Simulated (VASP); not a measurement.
# Sn (Fd-3m) in VASP: band structure with PBE

Aim: the band structure of Sn with PBE.

Program: VASP 6.6.1. These are calculated values, not measurements. Logs are shortened: lines on timing, memory, paths and dates and some standing lists are left out, and cuts for length are marked.

### 1 The crystal as given

It takes space group Fd-3m (No. 227, cubic). The conventional cell has a = 7.115 Å, b = 7.115 Å, c = 7.115 Å, α = 90.00°, β = 90.00°, γ = 90.00°. Sn (site symmetry -43m) is surrounded by 4 Sn at 3.08 Å.

This isn't the form of Sn at room conditions, which is tetragonal (white tin).

### 2 Band structure, PBE

POSCAR reads:

```
Sn                                      
1.0
   -0.0000000000      3.5575684601      3.5575684601
    3.5575684601     -0.0000000000      3.5575684601
    3.5575684601      3.5575684601     -0.0000000000
  Sn            
     2
Direct
     1.0000000000000000    1.0000000000000000    1.0000000000000000
     0.2500000000000000    0.2500000000000000    0.2500000000000000
```

INCAR.step1 reads:

```
SYSTEM = Sn
PREC     = Accurate       ! precision mode
ENCUT    = 520            ! plane-wave cutoff, eV
EDIFF    = 1E-7           ! SCF threshold, eV
ISMEAR   = 0              ! smearing method
SIGMA    = 0.02           ! smearing width, eV
LREAL    = .FALSE.        ! projectors in reciprocal space
LASPH    = .TRUE.         ! aspherical terms in the spheres
NELM     = 60             ! most SCF steps
ALGO     = Normal         ! electronic algorithm
ISIF     = 2              ! what is computed and relaxed
LWAVE    = .FALSE.        ! write WAVECAR
LCHARG   = .TRUE.         ! write CHGCAR
GGA      = PE             ! functional
```

KPOINTS.step1 reads:

```
Automatic mesh
0
G
  2 2 2
  0 0 0
```

INCAR.step2 reads:

```
SYSTEM = Sn
PREC     = Accurate       ! precision mode
ENCUT    = 520            ! plane-wave cutoff, eV
EDIFF    = 1E-7           ! SCF threshold, eV
ISMEAR   = 0              ! smearing method
SIGMA    = 0.05           ! smearing width, eV
LREAL    = .FALSE.        ! projectors in reciprocal space
LASPH    = .TRUE.         ! aspherical terms in the spheres
NELM     = 60             ! most SCF steps
ALGO     = Normal         ! electronic algorithm
ISIF     = 2              ! what is computed and relaxed
LWAVE    = .FALSE.        ! write WAVECAR
LCHARG   = .FALSE.        ! write CHGCAR
GGA      = PE             ! functional
ICHARG   = 11             ! starting density
```

KPOINTS.step2 reads:

```
path GXWKGLUWLK,UX
15
line-mode
reciprocal
 0.0000000000  0.0000000000  0.0000000000  G
 0.5000000000  0.0000000000  0.5000000000  X

 0.5000000000  0.0000000000  0.5000000000  X
 0.5000000000  0.2500000000  0.7500000000  W

 0.5000000000  0.2500000000  0.7500000000  W
 0.3750000000  0.3750000000  0.7500000000  K

 0.3750000000  0.3750000000  0.7500000000  K
 0.0000000000  0.0000000000  0.0000000000  G

 0.0000000000  0.0000000000  0.0000000000  G
 0.5000000000  0.5000000000  0.5000000000  L

 0.5000000000  0.5000000000  0.5000000000  L
 0.6250000000  0.2500000000  0.6250000000  U

 0.6250000000  0.2500000000  0.6250000000  U
 0.5000000000  0.2500000000  0.7500000000  W

 0.5000000000  0.2500000000  0.7500000000  W
 0.5000000000  0.5000000000  0.5000000000  L

 0.5000000000  0.5000000000  0.5000000000  L
 0.3750000000  0.3750000000  0.7500000000  K

 0.6250000000  0.2500000000  0.6250000000  U
 0.5000000000  0.0000000000  0.5000000000  X
```

Potentials or basis: VASP PAW PBE potentials, release 64 (Sn_d).

The run is started by

```bash
cat potpaw_PBE.64/Sn_d/POTCAR > POTCAR
cp INCAR.step1 INCAR
cp KPOINTS.step1 KPOINTS
mpirun -np 1 vasp_std > vasp.out
cp INCAR.step2 INCAR
cp KPOINTS.step2 KPOINTS
mpirun -np 1 vasp_std > vasp.out
```

OUTCAR:

```text
SYSTEM = Sn
   PREC = Accurate
   ENCUT = 520
   EDIFF = 1E-7
   ISMEAR = 0
   LREAL = .FALSE.
   LASPH = .TRUE.
   NELM = 60
   ISIF = 2
   GGA = PE
   ICHARG = 11

 ion  position               nearest neighbor table
   1  0.000  0.000  0.000-   2 3.08   2 3.08   2 3.08   2 3.08
   2  0.250  0.250  0.250-   1 3.08   1 3.08   1 3.08   1 3.08

  LATTYP: Found a face centered cubic cell.
 ALAT       =     7.1151369202

  Lattice vectors:

 A1 = (   0.0000000000,   3.5575684601,   3.5575684601)
 A2 = (   3.5575684601,   0.0000000000,   3.5575684601)
 A3 = (   3.5575684601,   3.5575684601,   0.0000000000)

Analysis of symmetry for initial positions (statically):
=====================================================================
 Subroutine PRICEL returns:
 Original cell was already a primitive cell.

 Routine SETGRP: Setting up the symmetry group for a
 face centered cubic supercell.

 Subroutine GETGRP returns: Found 48 space group operations
 (whereof 24 operations were pure point group operations)
 out of a pool of 48 trial point group operations.

The static configuration has the point symmetry T_d .
 The point group associated with its full space group is O_h .

Analysis of symmetry for dynamics (positions and initial velocities):
=====================================================================
 Subroutine PRICEL returns:
 Original cell was already a primitive cell.

 Routine SETGRP: Setting up the symmetry group for a
 face centered cubic supercell.

 Subroutine GETGRP returns: Found 48 space group operations
 (whereof 24 operations were pure point group operations)
 out of a pool of 48 trial point group operations.

The dynamic configuration has the point symmetry T_d .
 The point group associated with its full space group is O_h .

 Subroutine INISYM returns: Found 48 space group operations
 (whereof 24 operations are pure point group operations),
 and found     1 'primitive' translations

----------------------------------------------------------------------------------------

                                     Primitive cell

  volume of cell :      90.0513

  direct lattice vectors                    reciprocal lattice vectors
     0.000000000  3.557568460  3.557568460    -0.140545433  0.140545433  0.140545433
     3.557568460  0.000000000  3.557568460     0.140545433 -0.140545433  0.140545433
     3.557568460  3.557568460  0.000000000     0.140545433  0.140545433 -0.140545433

  length of vectors
     5.031161565  5.031161565  5.031161565     0.243431831  0.243431831  0.243431831

  position of ions in fractional coordinates (direct lattice)
     0.000000000  0.000000000  0.000000000
     0.250000000  0.250000000  0.250000000

  ion indices of the primitive-cell ions
   primitive index   ion index
                 1           1
                 2           2

----------------------------------------------------------------------------------------

 KPOINTS: path GXWKGLUWLK,UX

Interpolating k-points between supplied coordinates.

 Line segments in fractional coordinates (reciprocal lattice):
    0.000000  0.000000  0.000000  ...  0.500000  0.000000  0.500000
    0.500000  0.000000  0.500000  ...  0.500000  0.250000  0.750000
    0.500000  0.250000  0.750000  ...  0.375000  0.375000  0.750000
    0.375000  0.375000  0.750000  ...  0.000000  0.000000  0.000000
    0.000000  0.000000  0.000000  ...  0.500000  0.500000  0.500000
    0.500000  0.500000  0.500000  ...  0.625000  0.250000  0.625000
    0.625000  0.250000  0.625000  ...  0.500000  0.250000  0.750000
    0.500000  0.250000  0.750000  ...  0.500000  0.500000  0.500000
    0.500000  0.500000  0.500000  ...  0.375000  0.375000  0.750000
    0.625000  0.250000  0.625000  ...  0.500000  0.000000  0.500000

 Generated    15 points on each line segment, for a total of    150 k-points:

 Following reciprocal coordinates:
            Coordinates               Weight
  0.000000  0.000000  0.000000      0.006667
  0.035714  0.000000  0.035714      0.006667
  0.071429  0.000000  0.071429      0.006667
  0.107143  0.000000  0.107143      0.006667
  0.142857  0.000000  0.142857      0.006667
  0.178571  0.000000  0.178571      0.006667
[... 16 lines left out ...]
  0.500000  0.125000  0.625000      0.006667
  0.500000  0.142857  0.642857      0.006667
 [... further k-points ...]
   k-points           NKPTS =    150   k-points in BZ     NKDIM =    150   number of bands    NBANDS=     18
   number of dos      NEDOS =    301   number of ions     NIONS =      2
   total plane-waves  NPLWV =  64000
   dimension x,y,z NGX =    40 NGY =   40 NGZ =   40
   dimension x,y,z NGXF=    80 NGYF=   80 NGZF=   80
   ions per type =               2
   NGX,Y,Z   is equivalent  to a cutoff of  13.22, 13.22, 13.22 a.u.
   NGXF,Y,Z  is equivalent  to a cutoff of  26.43, 26.43, 26.43 a.u.
 SYSTEM =  Sn
   PREC   = accura    normal or accurate (medium, high low for compatibility)
   ISTART =      0    job   : 0-new  1-cont  2-samecut
   ICHARG =     11    charge: 1-file 2-atom 10-const
   ISPIN  =      1    spin polarized calculation?
   LNONCOLLINEAR =      F non collinear calculations
   LSORBIT =      F    spin-orbit coupling
   LASPH  =      T    aspherical Exc in radial PAW
   ENCUT  =  520.0 eV  38.22 Ry    6.18 a.u.   9.35  9.35  9.35*2*pi/ulx,y,z
   NELM   =     60;   NELMIN=  2; NELMDL=  0     # of ELM steps
   EDIFF  = 0.1E-06   stopping-criterion for ELM
   LREAL  =      F    real-space projection
   EDIFFG = 0.1E-05   stopping-criterion for IOM
   NSW    =      0    number of steps for IOM
   IBRION =     -1    ionic relax: 0-MD 1-quasi-New 2-CG
   NFREE  =      0    steps in history (QN), initial steepest desc. (CG)
   ISIF   =      2    stress and relaxation
   ISYM   =      2    0-nonsym 1-usesym 2-fastsym
   POTIM  = 0.5000    time-step for ionic-motion
   TEBEG  =    0.0;   TEEND  =   0.0 temperature during run
   PSTRESS=    0.0 pullay stress
   NELECT =      28.0000    total number of electrons
   NUPDOWN=      -1.0000    fix difference up-down
   EMIN   =  10.00;   EMAX   =-10.00  energy-range for DOS
   EFERMI =   0.00;   METHOD = LEGACY
   ISMEAR =     0;   SIGMA  =   0.05  broadening in eV -4-tet -1-fermi 0-gaus
   EFERMI_NEDOS =   21; number of points for ismear=-14 and -15
   IALGO  =     38    algorithm
   IMIX   =      4    mixing-type and parameters
     AMIX     =   0.40;   BMIX     =  1.00
     AMIX_MAG =   1.60;   BMIX_MAG =  1.00
  volume/ion in A,a.u.               =      45.03       303.85
  Fermi-wavevector in a.u.,A,eV,Ry     =   1.109083  2.095864 16.736067  1.230066
  Thomas-Fermi vector in A             =   2.245619
   LORBIT       =      0    0 simple, 1 ext, 2 COOP (PROOUT), +10 PAW based schemes
   GGA     = PE    functional components
   LHFCALC =     F    Hartree Fock is set to
   AEXX    =    0.0000 exact exchange contribution
   IVDW    =     0    specifies the selected vdW correction
   LEPSILON=     F    determine dielectric tensor
   LRPA    =     F    only Hartree local field effects (RPA)
 non-spin polarized calculation
 Gauss-broadening in eV      SIGMA  =   0.05
  energy-cutoff  :      520.00
  volume of cell :       90.05
 maximum number of plane-waves:      2452
 NGX is ok and might be reduce to    40

 number of electron      28.0000009 magnetization

 Free energy of the ion-electron system (eV)
  ---------------------------------------------------
  ext. energy  EPLUGINS =         0.00000000
  ---------------------------------------------------
  free energy    TOTEN  =        -7.59444587 eV

  energy without entropy =       -7.59303979  energy(sigma->0) =       -7.59374283

 E-fermi :   3.2193     XC(G=0):  -7.6206

 val. band max:        3.1939434858   @ k =   0.1071   0.1071   0.1071
 cond. band min:       3.2370648541   @ k =   0.2143   0.2143   0.2143
 fundamental gap:      0.0431213683
 Fermi energy:         3.2192674137

 k-point     1 :       0.0000    0.0000    0.0000
  band No.  band energies     occupation
      1     -17.9729      2.00000
      2     -17.9729      2.00000
      3     -17.9729      2.00000
      4     -17.9435      2.00000
      5     -17.9435      2.00000
      6     -17.8052      2.00000
[... 10 lines left out ...]
     17       5.2813      0.00000
     18       5.2813      0.00000

 k-point     2 :       0.0357    0.0000    0.0357
  band No.  band energies     occupation
      1     -17.9733      2.00000
      2     -17.9733      2.00000
      3     -17.9732      2.00000
      4     -17.9431      2.00000
      5     -17.9422      2.00000
      6     -17.8086      2.00000
[... 10 lines left out ...]
     17       5.3501      0.00000
     18       5.3501      0.00000

 k-point     3 :       0.0714    0.0000    0.0714
  band No.  band energies     occupation
      1     -17.9743      2.00000
      2     -17.9743      2.00000
      3     -17.9740      2.00000
      4     -17.9418      2.00000
      5     -17.9387      2.00000
      6     -17.8148      2.00000
[... 10 lines left out ...]
     17       5.5369      0.00000
     18       5.5369      0.00000

 k-point     4 :       0.1071    0.0000    0.1071
  band No.  band energies     occupation
      1     -17.9760      2.00000
      2     -17.9760      2.00000
      3     -17.9748      2.00000
      4     -17.9396      2.00000
      5     -17.9333      2.00000
      6     -17.8223      2.00000
[... 375 lines left out ...]
      4     -17.9208      2.00000
      5     -17.8740      2.00000
      6     -17.8740      2.00000
[... 10 lines left out ...]
     17       8.5527      0.00000
     18       8.5527      0.00000

 k-point    23 :       0.5000    0.1250    0.6250
  band No.  band energies     occupation
      1     -18.0015      2.00000
      2     -18.0015      2.00000
      3     -17.9183      2.00000
      4     -17.9183      2.00000
      5     -17.8742      2.00000
      6     -17.8742      2.00000
[... 10 lines left out ...]
     17       8.3372      0.00000
     18       8.3372      0.00000

 k-point    24 :       0.5000    0.1429    0.6429
  band No.  band energies     occupation
      1     -18.0022      2.00000
      2     -18.0022      2.00000
      3     -17.9156      2.00000
      4     -17.9156      2.00000
      5     -17.8744      2.00000
      6     -17.8744      2.00000
[... 10 lines left out ...]
     17       8.1136      0.00000
     18       8.1136      0.00000

 [... further k-points ...]

------------------------ aborting loop because EDIFF is reached ----------------------------------------

  FORCE on cell =-STRESS in cart. coord.  units (eV):
  Direction    XX          YY          ZZ          XY          YZ          ZX
  --------------------------------------------------------------------------------------
  -------------------------------------------------------------------------------------
  Total       -6.6933524     -6.6933524     -6.6933524      0.0000000     -0.0000000      0.0000000
  in kB     -119.0870338   -119.0870338   -119.0870338      0.0000000     -0.0000000      0.0000000
  external PRESSURE =    -119.0870338 kB  Pullay stress =       0.0000000 kB

 VOLUME and BASIS-vectors are now :
 -----------------------------------------------------------------------------
  energy-cutoff  :      520.00
  volume of cell :       90.05
      direct lattice vectors                 reciprocal lattice vectors
     0.000000000  3.557568460  3.557568460    -0.140545433  0.140545433  0.140545433
     3.557568460  0.000000000  3.557568460     0.140545433 -0.140545433  0.140545433
     3.557568460  3.557568460  0.000000000     0.140545433  0.140545433 -0.140545433

 POSITION                                       TOTAL-FORCE (eV/Angst)
 -----------------------------------------------------------------------------------
      0.00000      0.00000      0.00000        -0.000000     -0.000000     -0.000000
      1.77878      1.77878      1.77878         0.000000      0.000000      0.000000
 -----------------------------------------------------------------------------------
    total drift:                               -0.000000      0.000000      0.000000

  FREE ENERGIE OF THE ION-ELECTRON SYSTEM (eV)
  ---------------------------------------------------
  free  energy   TOTEN  =        -7.5944458680 eV

  energy  without entropy=       -7.5930397854  energy(sigma->0) =       -7.59374283
```

It took 2.9 min on 1 thread of Intel Xeon Platinum 8488C (Sapphire Rapids), shared host; peak memory 0.36 GiB.

Results:

```yaml
Band_gap_along_the_path: none (metal or under the smearing width)
```

Levels at the corners of the path, in eV from the Fermi level:
```tsv
point	band 12	band 13	band 14	band 15	band 16	band 17
Γ	-1.93	0.50	0.50	0.50	2.44	2.44
X	-6.36	-1.31	-1.31	1.41	1.41	6.45
X	-6.36	-1.31	-1.31	1.41	1.41	6.45
W	-6.34	-1.68	-1.68	3.00	3.00	4.26
W	-6.34	-1.68	-1.68	3.00	3.00	4.26
K	-5.98	-1.91	-1.05	1.52	3.23	5.09
K	-5.98	-1.91	-1.05	1.52	3.23	5.09
Γ	-1.93	0.50	0.50	0.50	2.44	2.44
Γ	-1.93	0.50	0.50	0.50	2.44	2.44
L	-5.17	-0.36	-0.36	0.00	3.41	3.41
L	-5.17	-0.36	-0.36	0.00	3.41	3.41
U	-5.98	-1.91	-1.05	1.52	3.23	5.09
U	-5.98	-1.91	-1.05	1.52	3.23	5.09
W	-6.34	-1.68	-1.68	3.00	3.00	4.26
W	-6.34	-1.68	-1.68	3.00	3.00	4.26
L	-5.17	-0.36	-0.36	0.00	3.41	3.41
L	-5.17	-0.36	-0.36	0.00	3.41	3.41
K	-5.98	-1.91	-1.05	1.52	3.23	5.09
U	-5.98	-1.91	-1.05	1.52	3.23	5.09
X	-6.36	-1.31	-1.31	1.41	1.41	6.45
```

Caveat: the k mesh is coarse (spacing up to 0.76 Å⁻¹), so the values aren't converged; the log is that of the step along the path at fixed density, whose energy, stress, charges and moments have no meaning; spin-orbit coupling is left out, which moves the levels of the heavy elements.
